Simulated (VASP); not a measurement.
# Ir (Fm-3m) in VASP: a series of runs

One crystal, Ir, is run at these levels: PBE+D3(BJ), PBE, LDA; tasks: relaxation of cell and atoms.

All numbers are computed with VASP 6.6.1; they aren't measurements. Logs are shortened: lines on timing, memory, paths and dates and some standing lists are left out, and cuts for length are marked.

### Step 1. The crystal as given

It takes space group Fm-3m (No. 225, cubic). Conventional cell: a = 3.844 Å, b = 3.844 Å, c = 3.844 Å, α = 90.00°, β = 90.00°, γ = 90.00°. Ir (site symmetry m-3m) is surrounded by 12 Ir at 2.72 Å.

### Step 2. Relaxation of cell and atoms, PBE+D3(BJ)

Input file INCAR:

```
SYSTEM = Ir
PREC = Accurate
ENCUT = 600
EDIFF = 1E-7
ISMEAR = 1
SIGMA = 0.1
LREAL = .False.
LASPH = .True.
NELM = 80
ALGO = Normal
ISIF = 3
LWAVE = .False.
LCHARG = .False.
GGA = PE
IVDW = 12
IBRION = 2
NSW = 90
EDIFFG = -0.005
```

Input file KPOINTS:

```
regular mesh
0
Gamma
  16 16 16
  0 0 0
```

Input file POSCAR:

```
Ir                                      
1.0
   -0.0000000000      1.9219607553      1.9219607553
    1.9219607553      0.0000000000      1.9219607553
    1.9219607553      1.9219607553     -0.0000000000
  Ir            
     1
Direct
     0.0000000000000000    0.0000000000000000    0.0000000000000000
```

Potentials or basis: VASP PAW PBE potentials, release 64 (Ir).

On the command line:

```
$ cat potpaw_PBE.64/Ir/POTCAR > POTCAR
$ mpirun -np 1 vasp_std > vasp.out
```

OUTCAR:

```text
SYSTEM = Ir
   PREC = Accurate
   ENCUT = 600
   EDIFF = 1E-7
   ISMEAR = 1
   LREAL = .False.
   LASPH = .True.
   NELM = 80
   ISIF = 3
   GGA = PE
   IVDW = 12
   IBRION = 2
   NSW = 90
   EDIFFG = -0.005
 IVDW          = 12

 ion  position               nearest neighbor table
   1  0.000  0.000  0.000-

  LATTYP: Found a face centered cubic cell.
 ALAT       =     3.8439215106

  Lattice vectors:

 A1 = (   0.0000000000,   1.9219607553,   1.9219607553)
 A2 = (   1.9219607553,   0.0000000000,   1.9219607553)
 A3 = (   1.9219607553,   1.9219607553,   0.0000000000)

Analysis of symmetry for initial positions (statically):
=====================================================================
 Subroutine PRICEL returns:
 Original cell was already a primitive cell.

 Routine SETGRP: Setting up the symmetry group for a
 face centered cubic supercell.

 Subroutine GETGRP returns: Found 48 space group operations
 (whereof 48 operations were pure point group operations)
 out of a pool of 48 trial point group operations.

The static configuration has the point symmetry O_h .

Analysis of symmetry for dynamics (positions and initial velocities):
=====================================================================
 Subroutine PRICEL returns:
 Original cell was already a primitive cell.

 Routine SETGRP: Setting up the symmetry group for a
 face centered cubic supercell.

 Subroutine GETGRP returns: Found 48 space group operations
 (whereof 48 operations were pure point group operations)
 out of a pool of 48 trial point group operations.

The dynamic configuration has the point symmetry O_h .

 Subroutine INISYM returns: Found 48 space group operations
 (whereof 48 operations are pure point group operations),
 and found     1 'primitive' translations

----------------------------------------------------------------------------------------

                                     Primitive cell

  volume of cell :      14.1992

  direct lattice vectors                    reciprocal lattice vectors
     0.000000000  1.921960755  1.921960755    -0.260150994  0.260150994  0.260150994
     1.921960755  0.000000000  1.921960755     0.260150994 -0.260150994  0.260150994
     1.921960755  1.921960755  0.000000000     0.260150994  0.260150994 -0.260150994

  length of vectors
[... 82 lines left out ...]
   EDIFFG = -.5E-02   stopping-criterion for IOM
   NSW    =     90    number of steps for IOM
   IBRION =      2    ionic relax: 0-MD 1-quasi-New 2-CG
   NFREE  =      1    steps in history (QN), initial steepest desc. (CG)
   ISIF   =      3    stress and relaxation
   ISYM   =      2    0-nonsym 1-usesym 2-fastsym
   POTIM  = 0.5000    time-step for ionic-motion
   TEBEG  =    0.0;   TEEND  =   0.0 temperature during run
   PSTRESS=    0.0 pullay stress
   NELECT =       9.0000    total number of electrons
   NUPDOWN=      -1.0000    fix difference up-down
   EMIN   =  10.00;   EMAX   =-10.00  energy-range for DOS
   EFERMI =   0.00;   METHOD = LEGACY
   ISMEAR =     1;   SIGMA  =   0.10  broadening in eV -4-tet -1-fermi 0-gaus
   EFERMI_NEDOS =   21; number of points for ismear=-14 and -15
   IALGO  =     38    algorithm
   IMIX   =      4    mixing-type and parameters
     AMIX     =   0.40;   BMIX     =  1.00
     AMIX_MAG =   1.60;   BMIX_MAG =  1.00
  volume/ion in A,a.u.               =      14.20        95.82
  Fermi-wavevector in a.u.,A,eV,Ry     =   1.406267  2.657460 26.906707  1.977587
  Thomas-Fermi vector in A             =   2.528645
   LORBIT       =      0    0 simple, 1 ext, 2 COOP (PROOUT), +10 PAW based schemes
   GGA     = PE    functional components
   LHFCALC =     F    Hartree Fock is set to
   AEXX    =    0.0000 exact exchange contribution
   IVDW    =    12    specifies the selected vdW correction
   LEPSILON=     F    determine dielectric tensor
   LRPA    =     F    only Hartree local field effects (RPA)
 conjugate gradient relaxation of ions
 non-spin polarized calculation
 Methfessel and Paxton  Order N= 1 SIGMA  =   0.10
  energy-cutoff  :      600.00
  volume of cell :       14.20
 maximum number of plane-waves:       495
 NGX is ok and might be reduce to    24
   NGX = 11   NGY = 11   NGZ = 11

 number of electron       9.0000000 magnetization

 Free energy of the ion-electron system (eV)
  ---------------------------------------------------
  ext. energy  EPLUGINS =         0.00000000
  ---------------------------------------------------
  free energy    TOTEN  =        -8.83254160 eV

  energy without entropy =       -8.83222855  energy(sigma->0) =       -8.83243725

 E-fermi :  10.3389     XC(G=0): -13.9648

 val. band max:       10.3333738630   @ k =   0.3125   0.2500   0.0625
 cond. band min:      10.3415032526   @ k =   0.3750   0.0625   0.0000
 fundamental gap:      0.0081293896
 Fermi energy:        10.3389363316

 k-point     1 :       0.0000    0.0000    0.0000
  band No.  band energies     occupation
      1      -0.7376      2.00000
      2       6.4837      2.00000
      3       6.4837      2.00000
      4       6.4837      2.00000
      5       9.1585      2.00000
      6       9.1585      2.00000
      7      24.6736      0.00000
      8      30.2395      0.00000
[... 243 lines left out ...]
 k-point    24 :      -0.0625    0.0625    0.0000
  band No.  band energies     occupation
      1      -0.2825      2.00000
      2       6.2248      2.00000
      3       6.6633      2.00000
      4       6.7155      2.00000
      5       8.9031      2.00000
      6       9.1846      2.00000
      7      25.4453      0.00000
      8      28.5107      0.00000

 [... further k-points ...]

------------------------ aborting loop because EDIFF is reached ----------------------------------------

 Edisp (eV)   -0.73230

 E8    (eV) :    -0.3415

  FORCE on cell =-STRESS in cart. coord.  units (eV):
  Direction    XX          YY          ZZ          XY          YZ          ZX
  --------------------------------------------------------------------------------------
  -------------------------------------------------------------------------------------
  Total      -0.00386    -0.00386    -0.00386     0.00000     0.00000     0.00000
  in kB      -0.43588    -0.43588    -0.43588     0.00000     0.00000     0.00000
  external pressure =       -0.44 kB  Pullay stress =        0.00 kB

 VOLUME and BASIS-vectors are now :
 -----------------------------------------------------------------------------
  energy-cutoff  :      600.00
  volume of cell :       14.20
      direct lattice vectors                 reciprocal lattice vectors
     0.000000000  1.921960755  1.921960755    -0.260150994  0.260150994  0.260150994
     1.921960755  0.000000000  1.921960755     0.260150994 -0.260150994  0.260150994
     1.921960755  1.921960755  0.000000000     0.260150994  0.260150994 -0.260150994

 POSITION                                       TOTAL-FORCE (eV/Angst)
 -----------------------------------------------------------------------------------
      0.00000      0.00000      0.00000         0.000000      0.000000      0.000000
 -----------------------------------------------------------------------------------
    total drift:                                0.000000     -0.000000     -0.000000

  FREE ENERGIE OF THE ION-ELECTRON SYSTEM (eV)
  ---------------------------------------------------
  free  energy   TOTEN  =        -9.5648417473 eV

  energy  without entropy=       -9.5645286996  energy(sigma->0) =       -9.56473740

 reached required accuracy - stopping structural energy minimisation
```

OSZICAR:

```text
N       E                     dE             d eps       ncg     rms          rms(c)
DAV:   1     0.483578119542E+02    0.48358E+02   -0.48589E+03  2328   0.115E+03
DAV:   2    -0.867012497779E+01   -0.57028E+02   -0.55463E+02  2328   0.214E+02
DAV:   3    -0.938077660333E+01   -0.71065E+00   -0.70769E+00  3416   0.330E+01
DAV:   4    -0.938454005236E+01   -0.37634E-02   -0.37631E-02  2984   0.173E+00
DAV:   5    -0.938456486057E+01   -0.24808E-04   -0.24807E-04  3384   0.905E-02    0.151E+01
DAV:   6    -0.892328243216E+01    0.46128E+00   -0.95865E-01  2752   0.138E+01    0.624E+00
DAV:   7    -0.883867811702E+01    0.84604E-01   -0.30567E-01  3016   0.725E+00    0.150E+00
DAV:   8    -0.883543734788E+01    0.32408E-02   -0.11459E-03  2456   0.488E-01    0.101E+00
DAV:   9    -0.883253407996E+01    0.29033E-02   -0.22043E-03  2936   0.790E-01    0.146E-02
DAV:  10    -0.883254106807E+01   -0.69881E-05   -0.53398E-06  3072   0.261E-02    0.188E-02
DAV:  11    -0.883254158849E+01   -0.52043E-06   -0.70615E-07  3176   0.121E-02    0.704E-04
DAV:  12    -0.883254159966E+01   -0.11171E-07   -0.68351E-09  1696   0.894E-04
   1 F= -.95648417E+01 E0= -.95647374E+01  d E =-.956484E+01
```

CONTCAR:

```text
Ir
   1.00000000000000
     0.0000000000000000    1.9219607553000000    1.9219607553000000
     1.9219607553000000    0.0000000000000000    1.9219607553000000
     1.9219607553000000    1.9219607553000000    0.0000000000000000
  Ir
     1
Direct
     0.0000000000000000    0.0000000000000000    0.0000000000000000

  0.00000000E+00  0.00000000E+00  0.00000000E+00
```

Run time: 24 s. Hardware: 1 thread of AMD EPYC 7R13 (Zen 3), shared host; peak memory 0.14 GiB.

Results:

```yaml
Free_energy: -9.5648 eV
Pressure_after_relaxing: 0.0 GPa
Band_gap_on_the_k_mesh: none (metal or under the smearing width)
Dispersion_energy_per_atom: -0.732 eV
```

Final structure:
```
Ir
1.0
     0.00000    1.92196    1.92196
     1.92196    0.00000    1.92196
     1.92196    1.92196    0.00000
Ir
1
Direct
  0.00000 0.00000 0.00000
```

Caveat: the relaxation stopped at its first step, so nothing moved; pairwise dispersion overbinds metals, which lowers pressure and volume. The run has no spin-orbit coupling, so splittings on Ir are missing.

### Step 3. Relaxation of cell and atoms, PBE

This run uses another cell than the first one, of 14.06 Å³/atom, 0.990 times its volume.

Input file INCAR:

```
PREC     = Accurate       # precision mode
ENCUT    = 600            # plane-wave cutoff, eV
EDIFF    = 1E-6           # SCF threshold, eV
ISMEAR   = 1              # smearing method
SIGMA    = 0.1            # smearing width, eV
LREAL    = False          # projectors in reciprocal space
LASPH    = True           # aspherical terms in the spheres
NELM     = 80             # most SCF steps
ALGO     = Normal         # electronic algorithm
ISIF     = 3              # what is computed and relaxed
LWAVE    = False          # write WAVECAR
LCHARG   = False          # write CHGCAR
GGA      = PE             # functional
IBRION   = 2              # ionic algorithm
NSW      = 90             # ionic steps
EDIFFG   = -0.01          # ionic threshold
KPAR     = 2
```

Input file KPOINTS:

```
Automatic mesh
0
Gamma
  16 16 16
```

Input file POSCAR:

```
Ir
1.0
    0.0000000000      1.9156000000      1.9156000000
    1.9156000000      0.0000000000      1.9156000000
    1.9156000000      1.9156000000      0.0000000000
Ir
1
Direct
    0.0000000000      0.0000000000      0.0000000000
```

Potentials or basis: VASP PAW PBE potentials, release 64 (Ir).

On the command line:

```
$ cat potpaw_PBE.64/Ir/POTCAR > POTCAR
$ mpirun -np 2 vasp_std > vasp.out
```

Wall time 16 s (2 MPI ranks of Intel Xeon Platinum 8488C (Sapphire Rapids), shared host); peak memory 0.15 GiB.

The run converged. Its results:

| Property | Result |
| --- | --- |
| Free energy | -8.8411 eV |
| Relaxed volume | 14.53 Å³/atom |
| Relaxed cell | a = 2.739 Å, b = 2.739 Å, c = 2.739 Å, α = 60.00°, β = 60.00°, γ = 60.00° |
| Space group after relaxing (to 0.05 Å) | Fm-3m (No. 225) |
| Energy gained by relaxing | 17.8 meV/atom |
| Ionic steps | 4 |
| Pressure after relaxing | -0.1 GPa |
| Band gap on the k mesh | none (metal or under the smearing width) |

Step by step:
```tsv
step	energy change (eV)	largest force (eV/Å)	pressure (GPa)	volume (Å³)
1	0.0000	0.0000	12.55	14.06
2	0.1900	0.0000	-31.03	16.42
3	-0.0178	0.0000	-0.63	14.56
4	-0.0178	0.0000	-0.07	14.53
```

Final structure:
```yaml
crystal:
  lattice:
    - [0.00000, 1.93691, 1.93691]
    - [1.93691, 0.00000, 1.93691]
    - [1.93691, 1.93691, 0.00000]
  atoms:
    - { symbol: Ir, position: [0.00000, 0.00000, 0.00000] }
```

Levels at points of the mesh, in eV from the Fermi level:
```csv
k point,band 1,band 2,band 3,band 4,band 5,band 6,band 7,band 8
"(0.00, 0.00, 0.00)",-10.83,-3.72,-3.72,-3.72,-1.14,-1.14,14.38,19.81
"(0.50, 0.00, 0.00)",-7.81,-3.81,-3.81,-0.68,0.86,0.86,7.00,13.92
"(0.50, 0.50, 0.00)",-7.60,-7.04,0.83,1.41,1.41,1.71,10.16,11.59
```

The run has no spin-orbit coupling, so splittings on Ir are missing. Zero-point motion and thermal expansion aren't in these numbers.

[end of part 1 of 2]
